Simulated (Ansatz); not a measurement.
Runs of Ansatz 0.2.0 on W2C. It takes space group P-3m1 (No. 164, trigonal). Conventional cell: a = 3.070 Å, b = 3.070 Å, c = 4.678 Å, α = 90.00°, β = 90.00°, γ = 120.00°. W (site symmetry 3m) has 3 C at 2.13 Å as nearest neighbours. C (site symmetry -3m) is surrounded by 6 W at 2.13 Å. The cell comes from a database or a generator and needn't be the stable form of this composition.

```tsv
screening (1/Å)	gap on the mesh (eV)	pressure (GPa)	largest force (eV/Å)
0.1	none	(b)	0.76
0.6	none	-6.8	0.60
0.2	none	-10.2	0.74
0.15	none	(c)	0.76
0.4	none	(a)	0.68
0.3	none	-9.4	0.71
```

Alike in all rows: task single point; level HSE06 form with a typed share of exact exchange; potentials or basis Ansatz PAW; no spin polarisation; cell as given; k mesh 5 × 5 × 3; cutoff (eV) 420; smearing fermi-dirac 0.05 eV; the mesh is coarse, so values aren't converged.

**Question.** Fill in the values left out.

**Answer.** (a) -8.6; (b) -10.6; (c) -10.4.

Caveats: all runs use coarse meshes; the PAW data sets come from PBE, with cores solved anew for the run's functional, which leaves a small shift of forces and pressure; the thresholds are loose for stress.

A k mesh can miss the band edges, and the runs leave out spin-orbit coupling on W.

A gap of «none» marks a metal or a gap under the smearing width.
